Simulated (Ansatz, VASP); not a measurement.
One calculation of TiC, two programs

File INCAR:

```
SYSTEM = TiC
ALGO = Normal
EDIFF = 1E-6
ENCUT = 520
GGA = PS
ISIF = 2
ISMEAR = -1
LASPH = .TRUE.
LCHARG = .FALSE.
LREAL = .FALSE.
LWAVE = .FALSE.
NBANDS = 15
NELM = 80
PREC = Accurate
SIGMA = 0.1
```

KPOINTS

```
k-points
0
G
  13 13 13
  0 0 0
```

The input POSCAR:

```
TiC
1.0
    0.0000000000      2.1593000000      2.1593000000
    2.1593000000      0.0000000000      2.1593000000
    2.1593000000      2.1593000000      0.0000000000
Ti C
1 1
Direct
    0.0000000000      0.0000000000      0.0000000000
    0.5023155652      0.5023155652      0.4976844348
```

Input for Ansatz:

```yaml
crystal:
  lattice:
    - [0.0, 2.1593, 2.1593]
    - [2.1593, 0.0, 2.1593]
    - [2.1593, 2.1593, 0.0]
  atoms:
    - { symbol: Ti, position: [0.0, 0.0, 0.0] }
    - { symbol: C, position: [0.5023155652294725, 0.5023155652294725, 0.4976844347705275] }
kpoints:
  mp_grid:
    grid: [13, 13, 13]
    shift: [0.0, 0.0, 0.0]
hamiltonian:
  xc: pbesol
  pseudopotentials:
    kind: paw
scf:
  occupations:
    method: fermi_dirac
output:
  forces: true
```

Alike in both runs: task single point; functional PBEsol; k mesh 13 × 13 × 13; no spin polarisation.

|  | VASP | Ansatz |
| --- | --- | --- |
| version | VASP 6.6.1 | Ansatz 0.2.0 |
| potentials or method | VASP PAW PBE potentials, release 64 (Ti_sv, C) | plane waves, PAW |
| plane-wave cutoff (eV) | 520 | 420 |
| occupations | fermi-dirac, width 0.1 eV | fermi-dirac |
| valence electrons in the cell | 16 | 16 |

|  | VASP | Ansatz | Ansatz less VASP |
| --- | --- | --- | --- |
| rms of the force components (eV/Å) | 0.056 | 0.056 | -0.0001 |

Atom by atom the forces differ by 0.000 eV/Å (rms over components).

Caveats: the PAW data sets were made with another functional, which shifts forces and pressure a little (VASP).
